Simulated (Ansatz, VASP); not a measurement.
# Two plane-wave programs on PbO

```xyz
4
Lattice="3.9744 0.0000 0.0000 0.0000 3.9744 0.0000 0.0000 0.0000 5.0220" Properties=species:S:1:pos:R:3 pbc="T T T"
Pb    0.0000    1.9872    1.1807
Pb    1.9872    0.0000    3.8413
O    -0.2121   -0.2121   -0.1500
O     1.9872    1.9872    0.0000
```

Alike in both runs: task single point; functional PBEsol; k mesh 8 × 8 × 6; occupations gaussian, width 0.05 eV; no spin polarisation.

|  | VASP | Ansatz |
| --- | --- | --- |
| version | VASP 6.6.1 | Ansatz 0.2.0 |
| potentials or method | VASP PAW PBE potentials, release 64 (Pb_d, O) | scalar-relativistic, plane waves, PAW |
| plane-wave cutoff (eV) | 520 | 420 |
| valence electrons in the cell | 40 | 40 |

|  | VASP | Ansatz | Ansatz less VASP |
| --- | --- | --- | --- |
| gap on the k mesh at the Fermi level (eV) | 1.11 | 1.11 | -0.005 |
| least direct gap on the mesh (eV) | 2.07 | 2.07 | -0.001 |
| pressure (GPa) | 3.6 | 3.5 | -0.10 |
| largest component of the traceless stress (GPa) | 3.60 | 3.55 | -0.051 |
| rms of the force components (eV/Å) | 1.066 | 1.053 | -0.0136 |

Atom by atom the forces differ by 0.022 eV/Å (rms over components). With one functional, cell and mesh, what is left measures potentials, basis and numerics.

Caveats: the PAW data sets were made with another functional, which shifts forces and pressure a little (VASP); spin-orbit coupling is left out, which as a rule narrows the gap of such compounds by several tenths of an eV. A k mesh can miss the band edges.
